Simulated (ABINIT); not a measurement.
Wanted: the native input for an ABINIT 10.8.3 (patched build) run.

```yaml
Task: band structure
Functional: PBE
Potentials_or_basis: PseudoDojo NC SR PBE v0.4.1 standard
Cutoff: 1197 eV
k_mesh: 8 × 8 × 8
Occupations: fermi-dirac, width 0.05 eV
Spin: no spin polarisation
```

Crystal: BeTe.

```
CELL_PARAMETERS angstrom
0.00000 2.77000 2.77000
2.77000 0.00000 2.77000
2.77000 2.77000 0.00000
ATOMIC_POSITIONS crystal
Te 0.75000 0.75000 0.75000
Be 0.00000 0.00000 0.00000
```

One way to write it, as run:

run.abi

```
# Datasets: ground state, then fixed potential
ndtset 2

# Pseudopotentials
pp_dirpath "./"
pseudos "Te.upf, Be.upf"

# Structure
acell 3.9173715678 3.9173715678 3.9173715678 Angstrom
rprim
     0.0000000000     0.7071067812     0.7071067812
     0.7071067812     0.0000000000     0.7071067812
     0.7071067812     0.7071067812     0.0000000000
ntypat 2
znucl 52 4
natom 2
typat 1 2
xred
     0.7500000000     0.7500000000     0.7500000000
     0.0000000000     0.0000000000     0.0000000000

# Plane-wave basis
ecut 44.0

# Exchange and correlation
ixc 11

# Bands and occupations
occopt 3
tsmear 0.05 eV

# SCF cycle
nstep 100

# Output
iomode 3
prtwf 0
prteig 0
prtebands 0
prtden1 1
prtvha1 1
prtvclmb1 1
prtpot1 1
prtelf1 1

# Dataset 1
kptopt1 1
ngkpt1 8 8 8
nshiftk1 1
shiftk1 0.0 0.0 0.0
nband1 14
tolvrs1 1.0e-10

# Dataset 2: bands along G-X-W-K-G-L-U-W-L-K
iscf2 -2
getden2 1
nband2 18
nbdbuf2 2
tolwfr2 1.0e-12
kptopt2 -9
ndivsm2 8
prteig2 1
prtvol2 -3
kptbounds2
     0.0000000000     0.0000000000     0.0000000000
     0.5000000000     0.0000000000     0.5000000000
     0.5000000000     0.2500000000     0.7500000000
     0.3750000000     0.3750000000     0.7500000000
     0.0000000000     0.0000000000     0.0000000000
     0.5000000000     0.5000000000     0.5000000000
     0.6250000000     0.2500000000     0.6250000000
     0.5000000000     0.2500000000     0.7500000000
     0.5000000000     0.5000000000     0.5000000000
     0.3750000000     0.3750000000     0.7500000000
```

Potentials or basis: PseudoDojo NC SR PBE v0.4.1 standard.

The run is started by

```console
$ abinit run.abi > log 2>&1
```

Results of the run:

```yaml
Pressure: 4.5 GPa
Band_gap_on_the_k_mesh: 1.87 eV, indirect (least direct gap 3.61 eV)
Band_gap_along_the_path: 1.87 eV, indirect (least direct gap 3.61 eV)
Valence_electrons_inside_the_program's_atomic_spheres: Te 11.99; Be 3.07
```

Caveat: spin-orbit coupling is left out, which moves the levels of the heavy elements.

Run time: 5.8 min on 1 thread of Arm Neoverse N1, on a shared host, peak memory 0.23 GiB.
